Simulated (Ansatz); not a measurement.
SnSe, DFT, PBE, all-electron PAW with datasets made for the crystal, scalar-relativistic (Ansatz 0.2.0), run on 1 thread of Intel(R) Xeon(R) Platinum 8259CL CPU @ 2.50GHz (Skylake/Cascade Lake) on a shared host.

The structure comes from a relaxation in the same program, started in the zincblende type. Whether it is a known phase or the ground state wasn't checked. The listed cell was then made from it by scaling, straining or moving an atom.

Command: `ansatz run input.yaml --threads 1 --pin off --max-ram 2048MiB --backend cpu --events-out ev --progress --plain --runs-dir out`

```yaml
crystal:
  lattice:
    - [0.0, 3.3203314452, 3.3203314452]
    - [3.3203314452, 0.0, 3.3203314452]
    - [3.3203314452, 3.3203314452, 0.0]
  atoms:
    - { symbol: Sn, position: [0.0, 0.0, 0.0] }
    - { symbol: Se, position: [0.25, 0.25, 0.25] }
kpoints:
  mp_grid: { grid: [12, 12, 12] }
scf:
  occupations: { method: fermi_dirac, width: 0.05 }
hamiltonian:
  xc: pbe
  pseudopotentials: { kind: all_electron, datasets: crystal }
output:
  forces: true
  stress: true
  eigenvalues: true
  efg: { contact_densities: true }
```

(1) How large is the problem that the program sets up?

(2) About how long does it take, and how much memory does it use?

(3) And the same cell and mesh by LAPW (all electrons), asked for forces, stress, eigenvalues, on the same hardware?

(4) And the same cell and mesh by frozen-core PAW, asked for forces, stress, eigenvalues, efg, on the same hardware?

Answers

(1) 72 irreducible k-points, 609 plane waves at Γ, 14 bands.

(2) 13 s of wall time for 8 SCF iterations, with a peak of 0.59 GiB. Times on shared machines scatter by tens of per cent.

(3) 41 s, peak memory 0.48 GiB.

(4) 11 s, peak memory 0.58 GiB.
